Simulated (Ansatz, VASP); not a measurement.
## Ge (random alloy of the diamond Si-Ge line, x = 1): VASP beside Ansatz

Aim: how closely do two programs agree when they are given the same cell, functional and k mesh? The structure shown is the start of the Ansatz relaxation below; VASP solves that cell, so the two are compared at the walk's first step.

Calculated with Ansatz 0.2.0; plane waves, with VASP 6.6.1 beside it; single point at PBE.

## 1. Starting point

The cell holds 64 atoms: 64 Ge. Its edges and angles: a = 11.520 Å, b = 11.520 Å, c = 11.520 Å, α = 90.0°, β = 90.0°, γ = 90.0°. It derives from Ge. Diamond Si-Ge: 64 atoms, 64 of 64 Si sites given to Ge at random, cell and internal coordinates interpolated linearly between the end members (Vegard's rule); (so at first; earlier steps may have moved the atoms), displaced by a Gaussian of 0.02 A. Lattice constants are starting values near those of PBE.

## 2. Ansatz: relaxation, PBE

Ansatz runs on its default PAW (the set named soft_2) files.

The two programs are compared at the cell with which this relaxation starts, whose forces are those of its first step.

File input.yaml:

```yaml
crystal:
  lattice:
    - [11.52, 0.0, 0.0]
    - [0.0, 11.52, 0.0]
    - [0.0, 0.0, 11.52]
  atoms:
    - { symbol: Ge, position: [0.00282, 0.99894, 0.99908] }
    - { symbol: Ge, position: [0.12314, 0.1265, 0.121] }
    - { symbol: Ge, position: [0.00303, 0.24868, 0.25055] }
    - { symbol: Ge, position: [0.12457, 0.37754, 0.37142] }
    - { symbol: Ge, position: [0.24944, 0.99933, 0.25197] }
    - { symbol: Ge, position: [0.37309, 0.1247, 0.37348] }
    - { symbol: Ge, position: [0.25007, 0.25101, 0.99809] }
    - { symbol: Ge, position: [0.37699, 0.37657, 0.12587] }
    - { symbol: Ge, position: [0.00156, 0.99881, 0.49979] }
    - { symbol: Ge, position: [0.12338, 0.12453, 0.62592] }
    - { symbol: Ge, position: [0.9988, 0.24931, 0.74881] }
    - { symbol: Ge, position: [0.12353, 0.37383, 0.87498] }
    - { symbol: Ge, position: [0.24806, 0.00041, 0.75288] }
    - { symbol: Ge, position: [0.37629, 0.12467, 0.87346] }
    - { symbol: Ge, position: [0.2487, 0.25294, 0.50009] }
    - { symbol: Ge, position: [0.37389, 0.37533, 0.62865] }
    - { symbol: Ge, position: [0.00021, 0.50107, 0.00052] }
    - { symbol: Ge, position: [0.12439, 0.62302, 0.12439] }
    - { symbol: Ge, position: [0.99964, 0.75102, 0.25146] }
    - { symbol: Ge, position: [0.12662, 0.8755, 0.37654] }
    - { symbol: Ge, position: [0.24869, 0.50218, 0.25089] }
    - { symbol: Ge, position: [0.37448, 0.62585, 0.37487] }
    - { symbol: Ge, position: [0.25196, 0.75264, 0.00379] }
    - { symbol: Ge, position: [0.37258, 0.87249, 0.12412] }
    - { symbol: Ge, position: [0.00028, 0.50152, 0.50055] }
    - { symbol: Ge, position: [0.12149, 0.62447, 0.62644] }
    - { symbol: Ge, position: [0.0004, 0.75132, 0.74961] }
    - { symbol: Ge, position: [0.12465, 0.87532, 0.87571] }
    - { symbol: Ge, position: [0.25034, 0.50021, 0.74884] }
    - { symbol: Ge, position: [0.37566, 0.62521, 0.87696] }
    - { symbol: Ge, position: [0.25208, 0.75032, 0.49935] }
    - { symbol: Ge, position: [0.37389, 0.87574, 0.62513] }
    - { symbol: Ge, position: [0.4994, 8.0e-05, 0.99892] }
    - { symbol: Ge, position: [0.62621, 0.12422, 0.12713] }
    - { symbol: Ge, position: [0.5007, 0.25103, 0.2481] }
    - { symbol: Ge, position: [0.62529, 0.37629, 0.37334] }
    - { symbol: Ge, position: [0.74954, 6.0e-05, 0.24762] }
    - { symbol: Ge, position: [0.87555, 0.12647, 0.37351] }
    - { symbol: Ge, position: [0.75061, 0.24772, 0.99993] }
    - { symbol: Ge, position: [0.87219, 0.37695, 0.12571] }
    - { symbol: Ge, position: [0.49996, 0.99865, 0.50221] }
    - { symbol: Ge, position: [0.62842, 0.12177, 0.62715] }
    - { symbol: Ge, position: [0.50283, 0.25059, 0.74792] }
    - { symbol: Ge, position: [0.6265, 0.37469, 0.87395] }
    - { symbol: Ge, position: [0.74786, 0.00096, 0.75138] }
    - { symbol: Ge, position: [0.87392, 0.1259, 0.87301] }
    - { symbol: Ge, position: [0.75139, 0.25008, 0.49968] }
    - { symbol: Ge, position: [0.87482, 0.37651, 0.6263] }
    - { symbol: Ge, position: [0.50092, 0.50024, 0.00014] }
    - { symbol: Ge, position: [0.62607, 0.6254, 0.12618] }
    - { symbol: Ge, position: [0.49946, 0.74577, 0.2518] }
    - { symbol: Ge, position: [0.6288, 0.87577, 0.37483] }
    - { symbol: Ge, position: [0.74976, 0.49979, 0.25003] }
    - { symbol: Ge, position: [0.87305, 0.6241, 0.37327] }
    - { symbol: Ge, position: [0.75043, 0.74948, 0.00086] }
    - { symbol: Ge, position: [0.8747, 0.87671, 0.12537] }
    - { symbol: Ge, position: [0.5038, 0.49671, 0.49888] }
    - { symbol: Ge, position: [0.62657, 0.62939, 0.62457] }
    - { symbol: Ge, position: [0.50008, 0.74961, 0.75231] }
    - { symbol: Ge, position: [0.6245, 0.87618, 0.87444] }
    - { symbol: Ge, position: [0.74779, 0.50054, 0.75087] }
    - { symbol: Ge, position: [0.87725, 0.62481, 0.87393] }
    - { symbol: Ge, position: [0.75098, 0.75042, 0.50049] }
    - { symbol: Ge, position: [0.87487, 0.87701, 0.62564] }
kpoints:
  mp_grid: { grid: [1, 1, 1] }
hamiltonian:
  xc: pbe
scf:
  occupations: { method: fermi_dirac, width: 0.025 }
output:
  forces: true
relax:
  f_tol: 0.05
  max_steps: 150
  cell: {}
```

Launch:

```
$ ansatz run input.yaml --threads 4 --pin off --max-ram 8192MiB --backend cpu --events-out ev --progress --plain --runs-dir out
```

Numbers of over 12 decimals in the logs are rounded to 6 here.

What it wrote:

```text
Engine: ansatz 0.2.0, aarch64-unknown-linux-gnu
Pseudopotentials: kind: paw
Pseudopotential: Ge, paw, valence charge 14, recommended cutoff 420 eV (normal), Ge.paw.azcp
Functional definition: PBE
  parameter kappa = 0.804
  parameter beta = 0.066725
  exchange = pbe_x(kappa = kappa, mu = beta*pi^2/3)
  correlation = pbe_c(beta = beta)
Crystal: 64 atoms, lattice volume = 1528.824 Å³
Basis set: ecut = 420 eV, 29855 PW (Γ), exchange–correlation on 160×160×160 points (8 copies of the dense FFT grid, shifted against one another)
Bands: 538, of which v1, the nominal top of the filled ones, is band 448 counted from 1 (447 counted from 0)
Symmetry: 1 space group operations
Space group: P1 (ITA 1), of the structure as read, at distance tolerance 1.2e-4 Å
k-points: 1
Non-local potential: Ge, projectors of the file, l = 0: 2, l = 1: 2, l = 2: 3, l = 3: 1
PAW form: soft (Blöchl's): semilocal exchange-correlation on the pseudo side does not see the compensation charge
PAW one-centre angular grid: Ge, 590 points (default); XC on 64 Gauss nodes
Initial density: superposition of atomic densities (neutral atoms: chi_scale 0, normalization atom), corrected by the library's trained network
Initial wavefunctions: pseudopotential atomic-orbital guess
Functional: x = pbe(κ = 0.804, μ = 0.219515), c = pbe(β = 0.066725)
SCF iter   1: F=—  HF=-274870.332767 eV  |F-HF|=—  |Δ(HF+E_count)|=         —  Δρ=1.86e-3  dr2=5.27e-2  ethr=1.77e-3  ⟨swp⟩=6.0  Hψ=1657  notcnv=0  defer=57
preconditioner: auto → LDOS  [metal: Δε(μ)=0.014 eV  Ē_g=22.319 eV  σ=0.025 eV  W_gap=0.14  n_scr=388 (ndim 8)  ℏωp=28.4 eV  f_vac=0.091  D(μ)=97.17/eV (n_scr^D=1020)  β→1.0]
SCF iter   2: F=—  HF=-274870.322443 eV  |F-HF|=—  |Δ(HF+E_count)|=   1.03e-2  Δρ=1.73e-3  dr2=3.38e-2  ethr=5.88e-6  ⟨swp⟩=2.0  Hψ=1084  notcnv=0  defer=73
SCF iter   3: F=—  HF=-274870.297958 eV  |F-HF|=—  |Δ(HF+E_count)|=   2.45e-2  Δρ=3.38e-4  dr2=2.19e-3  ethr=3.77e-6  ⟨swp⟩=2.0  Hψ=930  notcnv=0  defer=73
SCF iter   4: F=—  HF=-274870.298084 eV  |F-HF|=—  |Δ(HF+E_count)|=   1.26e-4  Δρ=1.16e-4  dr2=5.77e-4  ethr=2.45e-7  ⟨swp⟩=2.0  Hψ=596  notcnv=0  defer=73
SCF iter   5: F=—  HF=-274870.297999 eV  |F-HF|=—  |Δ(HF+E_count)|=   8.52e-5  Δρ=6.91e-5  dr2=2.50e-4  ethr=6.44e-8  ⟨swp⟩=2.0  Hψ=916  notcnv=0  defer=73
SCF iter   6: F=—  HF=-274870.297963 eV  |F-HF|=—  |Δ(HF+E_count)|=   3.60e-5  Δρ=3.92e-5  dr2=1.24e-4  ethr=2.79e-8  ⟨swp⟩=3.0  Hψ=1044  notcnv=0  defer=73
SCF iter   7: F=—  HF=-274870.297925 eV  |F-HF|=—  |Δ(HF+E_count)|=   3.82e-5  Δρ=1.68e-5  dr2=2.21e-5  ethr=1.39e-8  ⟨swp⟩=2.0  Hψ=552  notcnv=0  defer=73
SCF iter   8: F=—  HF=-274870.300034 eV  |F-HF|=—  |Δ(HF+E_count)|=   2.11e-3  Δρ=1.13e-5  dr2=7.36e-6  ethr=2.47e-9  ⟨swp⟩=2.0  Hψ=597  notcnv=0  defer=73
SCF iter   9: F=—  HF=-274870.300033 eV  |F-HF|=—  |Δ(HF+E_count)|=   1.19e-6  Δρ=5.54e-6  dr2=2.60e-6  ethr=8.21e-10  ⟨swp⟩=2.0  Hψ=595  notcnv=0  defer=73
SCF iter  10: F=—  HF=-274870.300033 eV  |F-HF|=—  |Δ(HF+E_count)|=   1.40e-8  Δρ=3.65e-6  dr2=1.14e-6  ethr=2.91e-10  ⟨swp⟩=3.0  Hψ=1006  notcnv=0  defer=73
SCF iter  11: F=—  HF=-274870.300032 eV  |F-HF|=—  |Δ(HF+E_count)|=   1.10e-7  Δρ=2.33e-6  dr2=5.57e-7  ethr=1.27e-10  ⟨swp⟩=3.0  Hψ=1009  notcnv=0  defer=73
SCF iter  12: F=—  HF=-274870.300032 eV  |F-HF|=—  |Δ(HF+E_count)|=   1.05e-7  Δρ=1.09e-6  dr2=1.04e-7  ethr=6.22e-11  ⟨swp⟩=2.0  Hψ=557  notcnv=0  defer=73
SCF iter  13: F=-274870.300032 eV  HF=-274870.300032 eV  |F-HF|=3.13e-8  |Δ(HF+E_count)|=   2.36e-8  Δρ=5.95e-7  dr2=3.39e-8  ethr=1.12e-11  ⟨swp⟩=3.0  Hψ=1122  notcnv=0
SCF 1 converged in 13 iterations: F = -274870.300032 eV  dr2 = 3.39e-8
  greatest PAW one-centre occupation: 0.998 electrons in one spin orbital (limit 2), on the Ge atom at site 23 (counted from 0), in its partial waves of l = 2
relax step   1: F+E_penalty+E_count = -274870.30003237 eV  Δ(F+E_penalty+E_count) = +0.000e0 eV  max|allowed force component| = 5.823e-1 eV/Å  Δτ_max = 0.0000 Å  P = +2.195 GPa  Ω = 1528.824 Å³  (13 SCF iters, dr2 threshold 1.00e-7 eV, accepted)
Crystal: 64 atoms, lattice volume = 1580.827 Å³
Basis set: ecut = 420 eV, 30967 PW (Γ), exchange–correlation on 160×160×160 points (8 copies of the dense FFT grid, shifted against one another)
Initial density: handed on by an earlier stage of this run
Initial wavefunctions: those handed on with the density
iter 1 solved again at ethr=1.52e-5 eV; its pass at ethr=3.10e-3 eV (dr2=1.36e-1 eV) is discarded
SCF iter   1: F=—  HF=-274871.226287 eV  |F-HF|=—  |Δ(HF+E_count)|=         —  Δρ=3.27e-3  dr2=1.38e-1  ethr=1.52e-5  ⟨swp⟩=3.0  Hψ=2301  notcnv=0
preconditioner: auto → LDOS  [metal: Δε(μ)=0.024 eV  Ē_g=22.173 eV  σ=0.025 eV  W_gap=0.23  n_scr=424 (ndim 8)  ℏωp=28.0 eV  f_vac=0.111  D(μ)=46.46/eV (n_scr^D=340)  β→1.0]
[...]
atom  12  Ge     0.01321722     0.00245410    -0.01044552
  atom  13  Ge    -0.01255009    -0.00193240     0.01123761
  atom  14  Ge     0.01323128     0.00324906    -0.01157088
  atom  15  Ge    -0.01094814    -0.00407952     0.01188671
  atom  16  Ge     0.01252818     0.00278577    -0.01144660
  atom  17  Ge    -0.01163819    -0.00210589     0.01064840
  atom  18  Ge     0.01360489     0.00296449    -0.01168169
  atom  19  Ge    -0.01324338    -0.00296093     0.01111146
  atom  20  Ge     0.01206260     0.00310448    -0.01038873
  atom  21  Ge    -0.01358552    -0.00234264     0.01176962
  atom  22  Ge     0.01369615     0.00324624    -0.01113426
  atom  23  Ge    -0.01140260    -0.00150531     0.01407030
  atom  24  Ge     0.01031223     0.00085107    -0.01354360
  atom  25  Ge    -0.01180913    -0.00234678     0.01280152
  atom  26  Ge     0.01259308     0.00272696    -0.01234607
  atom  27  Ge    -0.01187246    -0.00445606     0.01057027
  atom  28  Ge     0.01316264     0.00488089    -0.00981363
  atom  29  Ge    -0.01209125    -0.00416698     0.01047973
  atom  30  Ge     0.01312791     0.00369607    -0.01136837
  atom  31  Ge    -0.01147812    -0.00314232     0.01063131
  atom  32  Ge     0.01290673     0.00279669    -0.01248473
  atom  33  Ge    -0.01307680    -0.00439854     0.00977176
  atom  34  Ge     0.01267984     0.00318233    -0.01037769
  atom  35  Ge    -0.01431765    -0.00248754     0.01065387
[...]
atom  57  Ge    -0.01166389    -0.00365855     0.01007305
  atom  58  Ge     0.01285342     0.00369376    -0.01266330
  atom  59  Ge    -0.01211374    -0.00323559     0.01043882
  atom  60  Ge     0.01200705     0.00349550    -0.01203870
  atom  61  Ge    -0.01163092    -0.00301573     0.01206724
  atom  62  Ge     0.01276621     0.00334595    -0.01058931
  atom  63  Ge    -0.01285748    -0.00294766     0.01216315
  atom  64  Ge     0.01161056     0.00233087    -0.01212780
  max |Σ_I F_I| component: 7.16e-7 eV/Å
--- Stress (GPa, compression-positive) ---
        0.003889       0.014619      -0.003905
        0.014619      -0.007883      -0.011003
       -0.003905      -0.011003       0.011559
  P = ⅓ Tr σ = 0.0025 GPa (0.025 kbar)
--- Relaxed structure (10 steps of the walk, 7 accepted, 1 SCFs on fresh bases) ---
  F+E_penalty+E_count = -274871.39090760 eV   max|allowed force component| = 1.494e-2 eV/Å   (the final SCF, on the basis selected at the relaxed cell)
  cell:  # Å, volume = 1578.3276 Å³
    - [11.591214, 0.055215, -0.148097]
    - [0.055215, 11.634916, 0.175988]
    - [-0.148097, 0.175988, 11.708049]
  atoms:
    - { symbol: Ge, position: [0.00242082, 0.998475, 1.000302] }
    - { symbol: Ge, position: [0.122895, 0.126969, 0.124839] }
    - { symbol: Ge, position: [0.00235798, 0.248475, 0.250311] }
    - { symbol: Ge, position: [0.122816, 0.377016, 0.374789] }
    - { symbol: Ge, position: [0.252458, 0.998514, 0.250331] }
    - { symbol: Ge, position: [0.372918, 0.127027, 0.374841] }
    - { symbol: Ge, position: [0.252375, 0.248484, 1.000348] }
    - { symbol: Ge, position: [0.372899, 0.376953, 0.124847] }
    - { symbol: Ge, position: [0.00243499, 0.998477, 0.500310] }
    - { symbol: Ge, position: [0.122942, 0.126950, 0.624808] }
    - { symbol: Ge, position: [1.002429, 0.248450, 0.750287] }
    - { symbol: Ge, position: [0.122864, 0.376977, 0.874801] }
    - { symbol: Ge, position: [0.252417, -0.00155675, 0.750343] }
    - { symbol: Ge, position: [0.372859, 0.126982, 0.874846] }
    - { symbol: Ge, position: [0.252358, 0.248535, 0.500291] }
    - { symbol: Ge, position: [0.372845, 0.377023, 0.624807] }
    - { symbol: Ge, position: [0.00236791, 0.498457, 0.000312582] }
    - { symbol: Ge, position: [0.122882, 0.626957, 0.124798] }
    - { symbol: Ge, position: [1.002445, 0.748479, 0.250310] }
    - { symbol: Ge, position: [0.122926, 0.876996, 0.374790] }
    - { symbol: Ge, position: [0.252401, 0.498465, 0.250319] }
    - { symbol: Ge, position: [0.372837, 0.626997, 0.374831] }
    - { symbol: Ge, position: [0.252395, 0.748478, 0.000313281] }
    - { symbol: Ge, position: [0.372922, 0.877021, 0.124824] }
[...]
- { symbol: Ge, position: [0.502382, 0.498503, 0.500322] }
    - { symbol: Ge, position: [0.622866, 0.626990, 0.624834] }
    - { symbol: Ge, position: [0.502400, 0.748485, 0.750368] }
    - { symbol: Ge, position: [0.622906, 0.876989, 0.874844] }
    - { symbol: Ge, position: [0.752356, 0.498460, 0.750312] }
    - { symbol: Ge, position: [0.872835, 0.626951, 0.874812] }
    - { symbol: Ge, position: [0.752403, 0.748472, 0.500314] }
    - { symbol: Ge, position: [0.872907, 0.876985, 0.624789] }
```

Reading the cycles: dr2 is the Hartree energy of the density residual (eV), the measure of convergence; HF is the Harris–Foulkes estimate of the energy, which meets the free energy F at convergence.

(Part 1 of 2 ends here.)

[Lines on the potential files, build, host, timing and source positions are cut from VASP's logs without a mark.]

[Logs are printed without paths, hosts, clocks, repeated set-up lines and the standing remarks that a program may print on its own settings, such as how far it seeks lower states.]

[Hosts, paths, dates, database ids (printed as entryN), source tags and the programs' standing remarks are cut or masked in the printed files.]
